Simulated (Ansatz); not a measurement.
# Tetradymite Sb2Te3

These are r²SCAN+rVV10 in Ansatz (PAW) values and carry that method's errors.

Cell: relaxed at this level.

For tetradymite Sb2Te3, the interlayer binding energy comes out as 20.4 meV/Å², the layer repeat distance comes out as 10.306 Å and the gap between the layers is 2.958 Å.

Spin–orbit coupling is not included; with these elements it can move the gap by several tenths of an eV or more.

Static lattice: no zero-point or thermal effects.

Cost on a shared machine: roughly 13 core-minutes.

Ansatz is a quantum-chemistry and plane-wave program.
